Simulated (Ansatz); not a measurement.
## Relaxing Ni in the diamond type

First guess:

```xyz
2
Lattice="0.0000 2.5563 2.5563 2.5563 0.0000 2.5563 2.5563 2.5563 0.0000" Properties=species:S:1:pos:R:3 pbc="T T T"
Ni    0.0000    0.0000    0.0000
Ni    1.2781    1.2781    1.2781
```

These are results of DFT, PBE, PAW with Ansatz's default frozen-core files, scalar-relativistic (Ansatz 0.2.0), not measurements.

Cell and atoms relax within the symmetry of the start on a 11×11×11 k mesh with 0.05 eV Fermi–Dirac smearing, from parallel moments.

The start is built from a prototype, known or not as a phase of this compound; the cutoff is 420 eV.

The magnetic state is the one reached from parallel moments; other orders may lie lower.

What is the pressure of the first guess?

-0.64 GPa.

What does it relax to?

a = 5.100 Å, b = 5.100 Å, c = 5.100 Å, α = 90.00°, β = 90.00°, γ = 90.00° (conventional cell), 16.58 Å³ per atom:
```
CELL_PARAMETERS angstrom
0.00000 2.55005 2.55005
2.55005 0.00000 2.55005
2.55005 2.55005 0.00000
ATOMIC_POSITIONS crystal
Ni 0.00000 0.00000 0.00000
Ni 0.25000 0.25000 0.25000
```

How much energy does the relaxation release?

0 meV/atom.

What moment does the relaxed primitive cell (2 atoms) carry?

1.62 μB.
